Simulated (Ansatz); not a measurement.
# TiO2: the cost of one run

Computed with Ansatz 0.2.0 (DFT PBE, scalar-relativistic, plane waves, PAW, unless a step's input says otherwise).

19 further runs of the same task are left out: 1 for a known fault of the program, 18 set aside as unsound or not needed.

## (1) Starting point

It takes space group P4_2/mnm (No. 136, tetragonal). Conventional cell: a = 4.643 Å, b = 4.643 Å, c = 2.964 Å, α = 90.00°, β = 90.00°, γ = 90.00°. Ti (site symmetry mmm) has 6 O at 1.96 to 2.00 Å as nearest neighbours. O (site symmetry m2m) has 3 Ti at 1.96 to 2.00 Å as nearest neighbours.

Structure file:

```cif
data_structure
_symmetry_space_group_name_H-M 'P4_2/mnm'
_symmetry_Int_Tables_number 136
_cell_length_a 4.6434
_cell_length_b 4.6434
_cell_length_c 2.9639
_cell_angle_alpha 90.000
_cell_angle_beta 90.000
_cell_angle_gamma 90.000
_cell_volume 63.90
loop_
_atom_site_label
_atom_site_type_symbol
_atom_site_symmetry_multiplicity
_atom_site_Wyckoff_symbol
_atom_site_fract_x
_atom_site_fract_y
_atom_site_fract_z
_atom_site_occupancy
Ti1 Ti 2 a 0.00000 0.00000 0.00000 1
O1 O 4 f 0.30510 0.30510 0.00000 1
```

It is the result of an earlier relaxation at this level (volume 10.65 Å³/atom; gap on the mesh: 1.86 eV).

## (2) Plan of the line

The energy is mapped over the lattice constants a and c of the conventional cell.

- lattice constant a (and b): 7 values from 4.318 to 4.968 Å
- lattice constant c: 7 values from 2.727 to 3.201 Å

Nothing else is relaxed (fractional coordinates fixed). Energies count from the relaxed crystal. Points are written as (first, second).

## (3) Point (4.318 Å, 2.727 Å)

Contents of input.yaml:

```yaml
crystal:
  lattice:
    - [4.3184, 0.0, 0.0]
    - [0.0, 4.3184, 0.0]
    - [0.0, 0.0, 2.7268]
  atoms:
    - { symbol: Ti, position: [0.0, 0.0, 0.0] }
    - { symbol: Ti, position: [0.5, 0.5, 0.5] }
    - { symbol: O, position: [0.3050970583, 0.3050970583, 0.0] }
    - { symbol: O, position: [0.1949029417, 0.8050970583, 0.5] }
    - { symbol: O, position: [0.6949029417, 0.6949029417, 0.0] }
    - { symbol: O, position: [0.8050970583, 0.1949029417, 0.5] }
basis:
  ecutwfc: 520.0
kpoints:
  mp_grid: { grid: [6, 6, 10] }
hamiltonian:
  xc: pbe
  pseudopotentials: { kind: paw, azcp: { folder: soft_1 } }
scf:
  occupations: { method: gaussian, width: 0.05 }
output:
  forces: true
  stress: true
  eigenvalues: true
```

On the command line:

```bash
> ansatz run input.yaml --threads 2 --pin off --max-ram 4096MiB --backend cpu --events-out ev --progress --plain --runs-dir out
```

Q: Estimate wall time and peak memory on 2 threads of Arm Neoverse N1, shared host.

About 7.7 s, with a peak of 0.39 GiB.
